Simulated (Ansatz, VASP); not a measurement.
**SnTe in VASP and in Ansatz**

Contents of INCAR:

```
  ALGO = Normal
  EDIFF = 1E-8
  ENCUT = 520
  GGA = CA
  ISIF = 2
  ISMEAR = -1
  LASPH = T
  LCHARG = F
  LEFG = T
  LREAL = F
  LWAVE = F
  NBANDS = 17
  NELM = 60
  PREC = Accurate
  SIGMA = 0.08
```

The input KPOINTS:

```
k-points
0
Gamma
  11 11 11
```

POSCAR

```
SnTe
1.0
    0.0000000000      3.1980376582      3.1980376582
    3.1980376582      0.0000000000      3.1980376582
    3.1980376582      3.1980376582      0.0000000000
Sn Te
1 1
Direct
    0.0000000000      0.0000000000      0.0000000000
    0.5000000000      0.5000000000      0.5000000000
```

Input for Ansatz:

```yaml
crystal:
  lattice:
    - [0.0, 3.1980376582, 3.1980376582]
    - [3.1980376582, 0.0, 3.1980376582]
    - [3.1980376582, 3.1980376582, 0.0]
  atoms:
    - { symbol: Sn, position: [0.0, 0.0, 0.0] }
    - { symbol: Te, position: [0.5, 0.5, 0.5] }
kpoints:
  mp_grid: { grid: [11, 11, 11] }
scf:
  occupations: { method: fermi_dirac, width: 0.08 }
hamiltonian:
  xc: lda
  pseudopotentials: { kind: paw }
output:
  forces: true
  stress: true
  eigenvalues: true
  efg: { contact_densities: true }
  write_density: true
  write_potential: true
  elf: true
  volumetric_format: npy
```

Change from the starting cell: functional lda, volume scaled by 1.04, PAW files.

Alike in both runs: task electric field gradients; functional LDA; k mesh 11 × 11 × 11; occupations fermi-dirac, width 0.08 eV; no spin polarisation.

|  | VASP | Ansatz |
| --- | --- | --- |
| version | VASP 6.6.1 | Ansatz 0.2.0 |
| potentials or method | VASP PAW LDA potentials, release 64 (Sn_d, Te) | PAW with Ansatz's default frozen-core files, scalar-relativistic |
| plane-wave cutoff (eV) | 520 | 420 |
| valence electrons in the cell | 20 | 30 |

```csv
,VASP,Ansatz,Ansatz less VASP
pressure (GPa),-3.2,-3.2,-0.02
Vzz of the field gradient on the site that differs most (V/Å²),0.0,0.0,0.00
```

The two sets of potentials don't hold the same shells in valence. Ansatz warned: «gradients_without_spin_orbit».

The runs have no spin-orbit coupling, so splittings on Te are missing.
